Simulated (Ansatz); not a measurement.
Runs of Ansatz 0.2.0 on Ag. The structure is hexagonal, space group P6_3/mmc (No. 194). Conventional cell: a = 2.930 Å, b = 2.930 Å, c = 4.790 Å, α = 90.00°, β = 90.00°, γ = 120.00°. Ag (site symmetry -6m2) is surrounded by 12 Ag at 2.93 Å. This isn't the form of Ag at room conditions, which is fcc.

| task | level | k mesh | cutoff (eV) | smearing | mesh quality | gap on the mesh (eV) | pressure (GPa) | V0 of scaled cells (Å³/atom) | B0 (GPa) |
| --- | --- | --- | --- | --- | --- | --- | --- | --- | --- |
| single point | LDA | 10 × 10 × 6 | 420 | gaussian 0.05 eV | not flagged | none | -10.4 | - | - |
| equation of state | r2SCAN | 10 × 10 × 6 | 500 | fermi-dirac 0.05 eV | not flagged | - | - | 17.36 | (b) |
| single point | r2SCAN0 | 5 × 5 × 3 | 500 | methfessel-paxton 0.1 eV | coarse | none | - | - | - |
| projected density of states | r2SCAN | 6 × 6 × 3 | 500 | fermi-dirac 0.05 eV | coarse | none | (a) | - | - |
| equation of state | PBE0 | 6 × 6 × 4 | 420 | fermi-dirac 0.05 eV | coarse | - | - | 17.94 | 86 |

Alike in all rows: potentials or basis Ansatz PAW; no spin polarisation; cell as given.

**Question.** Estimate the missing entries.

**Answer.** (a) -1.4; (b) 102.

Caveats: some runs use coarse meshes; the PAW data sets come from PBE, with cores solved anew for the run's functional, which leaves a small shift of forces and pressure; the cell was scaled at fixed shape and fractional positions, which overstates the stiffness of a crystal with free parameters, most of all of layers and chains (some runs); the density of states is complete only up to the lowest level of the last band computed (some runs).

A k mesh can miss the band edges, and the runs leave out spin-orbit coupling on Ag.

A gap of «none» marks a metal or a gap under the smearing width.

Not every run made on this cell is shown here.
